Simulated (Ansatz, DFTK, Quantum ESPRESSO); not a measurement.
## One calculation of SrO, 3 ways

```
Sr O
1.0
     0.00000    2.56630    2.56630
     2.56630    0.00000    2.56630
     2.56630    2.56630    0.00000
Sr O
1 1
Cartesian
  2.5663 2.5663 2.5663
  0.0000 0.0000 0.0000
```

Alike in all runs: task band structure; functional r2SCAN; k mesh 7 × 7 × 7; occupations fermi-dirac, width 0.05 eV; no spin polarisation; no spin-orbit coupling. Pressure is positive in compression and, in plane waves, holds the error of the finite cutoff, which Ansatz's Pulay term estimates and takes out. Gaps are the smaller of the mesh's and the band path's.

| program and potentials | plane-wave cutoff (eV) | notes | band gap (eV) | pressure (GPa) |
| --- | --- | --- | --- | --- |
| Ansatz, Ansatz PAW | 500 | potentials made for PBE, which Ansatz adapts in part; Pulay term of +0.04 GPa included | 3.79 | 1.54 |
| DFTK, SG15 1.2 (PBE) | 1225 | potentials made for PBE | ? | ? |
| Quantum ESPRESSO, SG15 PBE 1.2 | 1197 | potentials made for PBE | 3.82 | 1.35 |

Q: Estimate from the other rows what the run with DFTK, SG15 1.2 (PBE) gave.

A: Band gap 3.82 eV; pressure 1.36 GPa. The other rows, which needn't bracket it: band gap 3.79 to 3.82; pressure 1.35 to 1.54.
